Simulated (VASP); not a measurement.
Here is a VASP 6.6.1 calculation.

INCAR

```
SYSTEM = Si2W
ALGO     = Normal         ! electronic algorithm
EDIFF    = 1E-7           ! SCF threshold, eV
EDIFFG   = -0.002         ! ionic threshold
ENCUT    = 350            ! plane-wave cutoff, eV
GGA      = PE             ! functional
IBRION   = 2              ! ionic algorithm
ISIF     = 3              ! what is computed and relaxed
ISMEAR   = 0              ! smearing method
KPAR     = 4            
LASPH    = .True.         ! aspherical terms in the spheres
LCHARG   = .False.        ! write CHGCAR
LREAL    = .False.        ! projectors in reciprocal space
LWAVE    = .False.        ! write WAVECAR
NELM     = 60             ! most SCF steps
NSW      = 80             ! ionic steps
PREC     = Accurate       ! precision mode
SIGMA    = 0.1            ! smearing width, eV
```

File KPOINTS:

```
k-points
0
Gamma
  18 18 18
  0 0 0
```

POSCAR

```
Si2W
1.0
   -1.6069000000      1.6069000000      3.9149500000
    1.6069000000     -1.6069000000      3.9149500000
    1.6069000000      1.6069000000     -3.9149500000
Si W
2 1
Direct
    0.3347000000      0.3347000000      0.0000000000
    0.6653000000      0.6653000000      0.0000000000
    0.0000000000      0.0000000000      0.0000000000
```

Potentials or basis: VASP PAW PBE potentials, release 64 (Si, W_sv).

Launch:

```sh
$ cat potpaw_PBE.64/Si/POTCAR potpaw_PBE.64/W_sv/POTCAR > POTCAR
$ mpirun -np 4 vasp_std > vasp.out
```

(1) Predict the band gap on the k mesh.

(2) Estimate the relaxed cell.

(3) What does it give for the space group after relaxing (to 0.05 Å)?

(4) Predict the relaxed volume.

Answers

(1) none (metal or under the smearing width).

(2) a = 4.547 Å, b = 4.547 Å, c = 4.547 Å, α = 138.41°, β = 138.41°, γ = 60.27°.

(3) I4/mmm (No. 139).

(4) 13.66 Å³/atom.
